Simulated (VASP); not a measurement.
# BP (F-43m) in VASP: further runs

The runs below take BP through single point, with HSE06.

Program: VASP 6.6.1. These are calculated values, not measurements. Logs are shortened: lines on timing, memory, paths and dates and some standing lists are left out, and cuts for length are marked.

## 1. The structure

The structure is cubic, space group F-43m (No. 216). The conventional cell has a = 4.538 Å, b = 4.538 Å, c = 4.538 Å, α = 90.00°, β = 90.00°, γ = 90.00°. Around P (site symmetry -43m) lie 4 B at 1.97 Å. B (site symmetry -43m) is surrounded by 4 P at 1.97 Å.

## 2. Single point, HSE06

Input file POSCAR:

```
BP
1.0
    0.0000000000      2.2690000000      2.2690000000
    2.2690000000      0.0000000000      2.2690000000
    2.2690000000      2.2690000000      0.0000000000
P B
1 1
Direct
    0.7500000000      0.7500000000      0.7500000000
    0.0000000000      0.0000000000      0.0000000000
```

Input file INCAR.step1:

```
PREC = Accurate
ENCUT = 300
EDIFF = 1E-5
ISMEAR = 0
SIGMA = 0.01
LREAL = False
LASPH = True
NELM = 100
ALGO = Normal
ISIF = 2
LWAVE = True
LCHARG = False
NKRED = 1
NBANDS = 12
GGA = PE
```

Input file INCAR.step2:

```
PREC = Accurate
ENCUT = 300
EDIFF = 1E-6
ISMEAR = 0
SIGMA = 0.01
LREAL = False
LASPH = True
NELM = 100
ALGO = Normal
ISIF = 2
LWAVE = False
LCHARG = False
GGA = PE
LHFCALC = True
HFSCREEN = 0.2
PRECFOCK = Fast
NKRED = 1
NBANDS = 12
ISTART = 1
```

Input file KPOINTS:

```
regular mesh
0
Gamma
  6 6 6
```

Potentials or basis: VASP PAW PBE potentials, release 64 (P, B).

Command:

```console
$ cat potpaw_PBE.64/P/POTCAR potpaw_PBE.64/B/POTCAR > POTCAR
$ cp INCAR.step1 INCAR
$ mpirun -np 1 vasp_std > vasp.out
$ cp INCAR.step2 INCAR
$ mpirun -np 1 vasp_std > vasp.out
```

OUTCAR:

```text
PREC = Accurate
   ENCUT = 300
   EDIFF = 1E-6
   ISMEAR = 0
   LREAL = False
   LASPH = True
   NELM = 100
   ISIF = 2
   GGA = PE
   LHFCALC = True
   HFSCREEN = 0.2
   PRECFOCK = Fast
   NKRED = 1
   ISTART = 1

 Found     16 irreducible k-points:

 Following reciprocal coordinates:
            Coordinates               Weight
  0.000000  0.000000  0.000000      1.000000
  0.166667  0.000000  0.000000      8.000000
  0.333333  0.000000  0.000000      8.000000
  0.500000  0.000000  0.000000      4.000000
  0.166667  0.166667  0.000000      6.000000
  0.333333  0.166667  0.000000     24.000000
   k-points           NKPTS =     16   k-points in BZ     NKDIM =    216   number of bands    NBANDS=     12
   number of dos      NEDOS =    301   number of ions     NIONS =      2
   total plane-waves  NPLWV =   5832
   dimension x,y,z NGX =    18 NGY =   18 NGZ =   18
   dimension x,y,z NGXF=    36 NGYF=   36 NGZF=   36
   ions per type =               1   1
   NGX,Y,Z   is equivalent  to a cutoff of   9.33,  9.33,  9.33 a.u.
   NGXF,Y,Z  is equivalent  to a cutoff of  18.65, 18.65, 18.65 a.u.
 SYSTEM =  unknown system
   PREC   = accura    normal or accurate (medium, high low for compatibility)
   ISTART =      1    job   : 0-new  1-cont  2-samecut
   ICHARG =      0    charge: 1-file 2-atom 10-const
   ISPIN  =      1    spin polarized calculation?
   LNONCOLLINEAR =      F non collinear calculations
   LSORBIT =      F    spin-orbit coupling
   LASPH  =      T    aspherical Exc in radial PAW
   ENCUT  =  300.0 eV  22.05 Ry    4.70 a.u.   4.53  4.53  4.53*2*pi/ulx,y,z
   NELM   =    100;   NELMIN=  2; NELMDL=  0     # of ELM steps
   EDIFF  = 0.1E-05   stopping-criterion for ELM
   LREAL  =      F    real-space projection
   EDIFFG = 0.1E-04   stopping-criterion for IOM
   NSW    =      0    number of steps for IOM
   IBRION =     -1    ionic relax: 0-MD 1-quasi-New 2-CG
   NFREE  =      0    steps in history (QN), initial steepest desc. (CG)
   ISIF   =      2    stress and relaxation
   ISYM   =      3    0-nonsym 1-usesym 2-fastsym
   POTIM  = 0.5000    time-step for ionic-motion
   TEBEG  =    0.0;   TEEND  =   0.0 temperature during run
   PSTRESS=    0.0 pullay stress
   NELECT =       8.0000    total number of electrons
   NUPDOWN=      -1.0000    fix difference up-down
   EMIN   =  10.00;   EMAX   =-10.00  energy-range for DOS
   EFERMI =   0.00;   METHOD = LEGACY
   ISMEAR =     0;   SIGMA  =   0.01  broadening in eV -4-tet -1-fermi 0-gaus
   EFERMI_NEDOS =   21; number of points for ismear=-14 and -15
   IALGO  =     38    algorithm
   IMIX   =      1    mixing-type and parameters
     AMIX     =   0.40;   BMIX     =  1.00
     AMIX_MAG =   1.60;   BMIX_MAG =  1.00
  volume/ion in A,a.u.               =      11.68        78.83
  Fermi-wavevector in a.u.,A,eV,Ry     =   1.145320  2.164342 17.847562  1.311759
  Thomas-Fermi vector in A             =   2.282009
   LORBIT       =      0    0 simple, 1 ext, 2 COOP (PROOUT), +10 PAW based schemes
   GGA     = PE    functional components
   LHFCALC =     T    Hartree Fock is set to
   PRECFOCK=fast      Normal, Fast or Accurate (Low or Medium for compatibility)
   ENCUT4O =  -1.0   cutoff for four orbital integrals eV
   NKREDX  =     1    reduce k-point grid by
   NKREDY  =     1    reduce k-point grid by
   NKREDZ  =     1    reduce k-point grid by
   AEXX    =    0.2500 exact exchange contribution
   HFSCREEN=    0.2000 screening length (either q_TF or 0.3 A-1)
   HFSCREENC=   0.2000 screening length for correlation (either q_TF or 0.3 A-1)
   ENCUTFOCK=  -1.0 apply spherical cutoff to Coloumb kernel
   IVDW    =     0    specifies the selected vdW correction
   LEPSILON=     F    determine dielectric tensor
   LRPA    =     F    only Hartree local field effects (RPA)
 non-spin polarized calculation
 Gauss-broadening in eV      SIGMA  =   0.01
  energy-cutoff  :      300.00
  volume of cell :       23.36
 maximum number of plane-waves:       286
  NGX = 12; NGY = 12; NGZ = 12

 number of electron       7.9999994 magnetization

 Free energy of the ion-electron system (eV)
  ---------------------------------------------------
  ext. energy  EPLUGINS =         0.00000000
  ---------------------------------------------------
  free energy    TOTEN  =       -14.84195157 eV

  energy without entropy =      -14.84195157  energy(sigma->0) =      -14.84195157

 E-fermi :   7.1029     XC(G=0):  -8.9938

 val. band max:        7.0062402680   @ k =   0.0000   0.0000   0.0000
 cond. band min:       9.0791012573   @ k =   0.5000   0.5000   0.0000
 fundamental gap:      2.0728609894
 Fermi energy:         7.1028533171

 k-point     1 :       0.0000    0.0000    0.0000
  band No.  band energies     occupation
      1     -10.1032      2.00000
      2       7.0062      2.00000
      3       7.0062      2.00000
      4       7.0062      2.00000
      5      11.3597      0.00000
      6      11.3597      0.00000
      7      11.3597      0.00000
      8      15.7049      0.00000
      9      19.6203      0.00000
     10      20.4895      0.00000
     11      20.4895      0.00000
     12      24.0837      0.00000

 k-point     2 :       0.1667    0.0000    0.0000
  band No.  band energies     occupation
      1      -9.5565      2.00000
      2       3.9137      2.00000
      3       6.2972      2.00000
      4       6.2972      2.00000
      5      11.9987      0.00000
      6      12.3348      0.00000
      7      12.3348      0.00000
      8      17.0534      0.00000
      9      19.2027      0.00000
     10      19.2027      0.00000
     11      20.9663      0.00000
     12      23.5201      0.00000
[... 46 lines left out ...]
 k-point     6 :       0.3333    0.1667    0.0000
  band No.  band energies     occupation
      1      -8.1357      2.00000
      2       1.1316      2.00000
      3       4.2400      2.00000
      4       4.2529      2.00000
      5      10.8276      0.00000
      6      14.3064      0.00000
      7      14.8036      0.00000
      8      15.1722      0.00000
      9      21.1243      0.00000
     10      22.0477      0.00000
     11      23.2030      0.00000
     12      26.1046      0.00000

 [... further k-points ...]

------------------------ aborting loop because EDIFF is reached ----------------------------------------

  FORCE on cell =-STRESS in cart. coord.  units (eV):
  Direction    XX          YY          ZZ          XY          YZ          ZX
  --------------------------------------------------------------------------------------
  -------------------------------------------------------------------------------------
  Total       -0.4412328     -0.4412328     -0.4412328      0.0000000     -0.0000000     -0.0000000
  in kB      -30.2583256    -30.2583256    -30.2583256      0.0000000     -0.0000000     -0.0000000
  external PRESSURE =     -30.2583256 kB  Pullay stress =       0.0000000 kB

 VOLUME and BASIS-vectors are now :
 -----------------------------------------------------------------------------
  energy-cutoff  :      300.00
  volume of cell :       23.36
      direct lattice vectors                 reciprocal lattice vectors
     0.000000000  2.269000000  2.269000000    -0.220361393  0.220361393  0.220361393
     2.269000000  0.000000000  2.269000000     0.220361393 -0.220361393  0.220361393
     2.269000000  2.269000000  0.000000000     0.220361393  0.220361393 -0.220361393

 POSITION                                       TOTAL-FORCE (eV/Angst)
 -----------------------------------------------------------------------------------
      3.40350      3.40350      3.40350         0.000000      0.000000      0.000000
      0.00000      0.00000      0.00000        -0.000000     -0.000000     -0.000000
 -----------------------------------------------------------------------------------
    total drift:                                0.000005      0.000002      0.000004

  FREE ENERGIE OF THE ION-ELECTRON SYSTEM (eV)
  ---------------------------------------------------
  free  energy   TOTEN  =       -14.8419515718 eV

  energy  without entropy=      -14.8419515718  energy(sigma->0) =      -14.84195157
```

OSZICAR.step1:

```text
N       E                     dE             d eps       ncg     rms          rms(c)
DAV:   1     0.256610387145E+01    0.25661E+01   -0.27942E+03   388   0.388E+02
DAV:   2    -0.132096991263E+02   -0.15776E+02   -0.15312E+02   508   0.817E+01
DAV:   3    -0.136006321003E+02   -0.39093E+00   -0.39026E+00   480   0.109E+01
DAV:   4    -0.136017993577E+02   -0.11673E-02   -0.11672E-02   460   0.745E-01
DAV:   5    -0.136018042570E+02   -0.48994E-05   -0.48993E-05   468   0.442E-02    0.734E+00
DAV:   6    -0.129950149273E+02    0.60679E+00   -0.13321E+00   428   0.449E+00    0.395E+00
DAV:   7    -0.129026826239E+02    0.92332E-01   -0.22069E-01   456   0.214E+00    0.137E+00
DAV:   8    -0.128949027651E+02    0.77799E-02   -0.25291E-02   432   0.821E-01    0.194E-01
DAV:   9    -0.128952298403E+02   -0.32708E-03   -0.69253E-04   448   0.164E-01    0.131E-01
DAV:  10    -0.128954293208E+02   -0.19948E-03   -0.22687E-04   408   0.886E-02    0.288E-02
DAV:  11    -0.128954407166E+02   -0.11396E-04   -0.12272E-05   472   0.212E-02    0.356E-02
DAV:  12    -0.128954420826E+02   -0.13659E-05   -0.50768E-06   232   0.107E-02
   1 F= -.12895442E+02 E0= -.12895442E+02  d E =-.479245E-18
```

It took 49 s on 1 thread of Intel Xeon Platinum 8488C (Sapphire Rapids), shared host; peak memory 0.21 GiB.

The run converged, but a check on its numbers failed (symmetry, net force, bounds or a known fault of this set-up), so they aren't taken as properties of the crystal.

Caveat: the cutoff lies under the usual one of these potentials, so the numbers hold a large basis-set error; the PAW data sets were made with another functional, which shifts forces and pressure a little.

## 3. Single point, HSE06

POSCAR is that of step 2.

INCAR.step1, as its differences from that of step 2:

```diff
@@ -1,3 +1,3 @@
 PREC = Accurate
-ENCUT = 300
+ENCUT = 350
 EDIFF = 1E-5
```

INCAR.step2, as its differences from that of step 2:

```diff
@@ -1,3 +1,3 @@
 PREC = Accurate
-ENCUT = 300
+ENCUT = 350
 EDIFF = 1E-6
```

KPOINTS is that of step 2.

Potentials or basis: VASP PAW PBE potentials, release 64 (P, B).

Command:

```console
$ cat potpaw_PBE.64/P/POTCAR potpaw_PBE.64/B/POTCAR > POTCAR
$ cp INCAR.step1 INCAR
$ mpirun -np 1 vasp_std > vasp.out
$ cp INCAR.step2 INCAR
$ mpirun -np 1 vasp_std > vasp.out
```

Run time: 50 s. Hardware: 1 thread of Intel Xeon Platinum 8488C (Sapphire Rapids), shared host; peak memory 0.22 GiB.

The run converged, but some of its settings lie outside the range that counts as converged, so its numbers aren't taken as properties of the crystal.

Results:

```
Free energy            : -14.8545 eV
Band gap on the k mesh : 2.08 eV, indirect (least direct gap 4.35 eV)
```

Caveat: the cutoff is under 1.25 times the usual one of these potentials, so pressure, stress and relaxed cells hold a basis-set (Pulay) error; the PAW data sets were made with another functional, which shifts forces and pressure a little.

## 4. Single point, HSE06

POSCAR is that of step 3.

INCAR.step1, as its differences from that of step 3:

```diff
@@ -1,3 +1,3 @@
 PREC = Accurate
-ENCUT = 350
+ENCUT = 400
 EDIFF = 1E-5
```

INCAR.step2, as its differences from that of step 3:

```diff
@@ -1,3 +1,3 @@
 PREC = Accurate
-ENCUT = 350
+ENCUT = 400
 EDIFF = 1E-6
```

KPOINTS is that of step 3.

Command:

```console
$ cat potpaw_PBE.64/P/POTCAR potpaw_PBE.64/B/POTCAR > POTCAR
$ cp INCAR.step1 INCAR
$ mpirun -np 1 vasp_std > vasp.out
$ cp INCAR.step2 INCAR
$ mpirun -np 1 vasp_std > vasp.out
```

Run time: 76 s. Hardware: 1 thread of Intel Xeon Platinum 8488C (Sapphire Rapids), shared host; peak memory 0.23 GiB.

The run converged, but some of its settings lie outside the range that counts as converged, so its numbers aren't taken as properties of the crystal.

What came out:

- Free energy: -14.8561 eV
- Pressure: -2.0 GPa
- Band gap on the k mesh: 2.08 eV, indirect (least direct gap 4.35 eV)

Caveat: the PAW data sets were made with another functional, which shifts forces and pressure a little.

## 5. Single point, HSE06

POSCAR is that of step 4.

INCAR.step1, as its differences from that of step 4:

```diff
@@ -1,3 +1,3 @@
 PREC = Accurate
-ENCUT = 400
+ENCUT = 350
 EDIFF = 1E-5
```

INCAR.step2, as its differences from that of step 4:

```diff
@@ -1,4 +1,4 @@
 PREC = Accurate
-ENCUT = 400
-EDIFF = 1E-6
+ENCUT = 350
+EDIFF = 1E-4
 ISMEAR = 0
```

Input file KPOINTS:

```
regular mesh
0
Gamma
  7 7 7
```

Command:

```console
$ cat potpaw_PBE.64/P/POTCAR potpaw_PBE.64/B/POTCAR > POTCAR
$ cp INCAR.step1 INCAR
$ mpirun -np 1 vasp_std > vasp.out
$ cp INCAR.step2 INCAR
$ mpirun -np 1 vasp_std > vasp.out
```

Run time: 66 s. Hardware: 1 thread of Intel Xeon Platinum 8488C (Sapphire Rapids), shared host; peak memory 0.22 GiB.

These settings aren't checked as converged: the numbers below hold their error.

What came out:

```yaml
Free_energy: -14.8647 eV
Band_gap_on_the_k_mesh: 1.98 eV, indirect (least direct gap 4.35 eV)
```

Caveat: the cutoff is under 1.25 times the usual one of these potentials, so pressure, stress and relaxed cells hold a basis-set (Pulay) error; the PAW data sets were made with another functional, which shifts forces and pressure a little; an odd mesh through Γ misses points on the zone boundary, where band edges often lie.

## 6. For comparison

An earlier run on the cell as given: functional PBEsol; potentials or basis VASP PAW PBE potentials, release 64 (P, B); cutoff 520 eV; k mesh 10 × 10 × 10; occupations fermi-dirac, width 0.05 eV; no spin polarisation.

- Pressure: -1.9 GPa
- Band gap on the k mesh: 1.13 eV, indirect (least direct gap 3.36 eV)
